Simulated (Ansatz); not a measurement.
SrO, NiAs type, relaxed with r2SCAN in the PAW code Ansatz. Space group P6_3/mmc (No. 194), hexagonal; conventional cell a = 3.563 Å, c = 6.255 Å, 17.19 Å³ an atom. Around Sr lie 6 O at 2.58 Å; around O lie 6 Sr at 2.58 Å.

The axes x, y and z are those of this cell:
```
Sr O
1.0
     3.56324    0.00000    0.00000
    -1.78162    3.08585    0.00000
     0.00000    0.00000    6.25510
Sr O
2 2
Cartesian
  0.0000 0.0000 0.0000
  0.0000 0.0000 3.1276
  0.0000 2.0572 1.5638
  1.7816 1.0286 4.6913
```

Unstrained: With PBE the gap is 3.442 eV and direct, at Γ. r2SCAN gives a direct gap of 3.980 eV at Γ. With HSE06 the gap is 4.947 eV and direct, at Γ. Meshes: PBE 12×12×4, r2SCAN 12×12×4, HSE06 6×6×4. Strains are changes of length per length. After each strain the atoms were relaxed again with r2SCAN within the symmetry that the strain leaves, so tilts or polar shifts that break it weren't tested; points keep the names that they have in the unstrained zone. Spin-unpolarised throughout. Whether this structure exists isn't addressed.

**Question.** For epitaxial +1.29 % in the xy plane, how far does the free direction move, and what happens to the gap?

**Answer.** The normal strain at zero normal stress is -0.29 %, 0.22 of the in-plane strain with the sign turned. PBE: the gap goes from 3.442 to 3.449 eV (+0.007 eV); with r2SCAN the top three valence levels at Γ, grouped 2+1 from the top over 140 meV, become 2+1 over 105 meV. r2SCAN: the gap goes from 3.980 to 3.990 eV (+0.010 eV). HSE06: the gap goes from 4.947 to 4.937 eV (-0.010 eV).

**Question.** Estimate what uniaxial -4.88 % along x, other directions held does to the gap.

**Answer.** PBE: the gap goes from 3.442 to 3.356 eV (-0.086 eV); with r2SCAN the top three valence levels at Γ, grouped 2+1 from the top over 140 meV, become 1+1+1 over 263 meV. r2SCAN: the gap goes from 3.980 to 3.890 eV (-0.090 eV). HSE06: the gap goes from 4.947 to 4.894 eV (-0.053 eV). The r2SCAN energy rises by 23.3 meV an atom.

The meshes of the hybrids are coarse, so their gaps aren't converged to the digits shown.

The splittings at Γ are without spin-orbit coupling, which regroups them where it is of like size or larger.
